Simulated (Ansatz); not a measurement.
# How far is PAW off for Ti?

```yaml
crystal:
  lattice:
    - [2.95000, 0.00000, 0.00000]
    - [-1.47500, 2.55477, 0.00000]
    - [0.00000, 0.00000, 4.68600]
  atoms:
    - { symbol: Ti, position: [0.33333, 0.66667, 0.25000] }
    - { symbol: Ti, position: [0.66667, 0.33333, 0.75000] }
```

Atom numbers follow the list: Ti1, Ti2.

The cell is COD entry 9008517, as deposited and not checked against the literature; nothing was relaxed.

Levels of theory: DFT, PBEsol, PAW with Ansatz's default frozen-core files, scalar-relativistic (Ansatz 0.2.0); DFT, PBEsol, all-electron LAPW, scalar-relativistic (Ansatz 0.2.0).

For PAW: a Γ-centred 13×13×7 k mesh, Fermi–Dirac smearing of 0.08 eV, cutoff 420 eV, no spin polarisation; the PAW files were made with PBE, and the program remakes their frozen cores for this functional. LAPW targets a basis error of 0.5 meV/atom. The Ansatz runs share mesh, smearing and spin set-up. Plane-wave (PAW) pressures include the program's estimate of the Pulay term.

Stress and pressure are positive in compression.

Levels count from the Fermi level.

PAW results:

```
                      quantity     PAW
                pressure (GPa)   -5.80
               stress xx (GPa)   -5.64
               stress zz (GPa)   -6.13
highest filled level at Γ (eV)  -2.640
  lowest empty level at Γ (eV)   0.714
highest filled level at K (eV)  -1.266
  lowest empty level at K (eV)   0.232
highest filled level at L (eV)  -0.788
  lowest empty level at L (eV)   1.300
```

(1) What does LAPW (all electrons) give for the same quantities?

## Answers

(1) 
```csv
quantity,LAPW
pressure (GPa),-5.81
stress xx (GPa),-5.65
stress zz (GPa),-6.14
highest filled level at Γ (eV),-2.640
lowest empty level at Γ (eV),0.715
highest filled level at K (eV),-1.266
lowest empty level at K (eV),0.232
highest filled level at L (eV),-0.788
lowest empty level at L (eV),1.301
```
